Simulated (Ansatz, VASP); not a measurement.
**Two plane-wave programs on Be**

```
Be
1.0
     0.00000    1.57906    1.57906
     1.57906    0.00000    1.57906
     1.57906    1.57906    0.00000
Be
1
Direct
  0.00000 0.00000 0.00000
```

Alike in both runs: functional PBE; k mesh 22 × 22 × 22; occupations gaussian, width 0.1 eV; no spin polarisation.

Ansatz relaxed the structure, and its values are those at the end. VASP's run is a single point on that final structure, the one shown.

|  | VASP | Ansatz |
| --- | --- | --- |
| version | VASP 6.6.1 | Ansatz 0.2.0 |
| potentials or method | VASP PAW PBE potentials, release 64 (Be) | scalar-relativistic, plane waves, PAW |
| plane-wave cutoff (eV) | 520 | 420 |
| valence electrons in the cell | 2 | 2 |

```csv
,VASP,Ansatz,Ansatz less VASP
gap on the k mesh at the Fermi level (eV),none,none,-
pressure (GPa),0.1,0.0,-0.15
```

A gap of «none» marks a metal or a gap that the smearing closes.
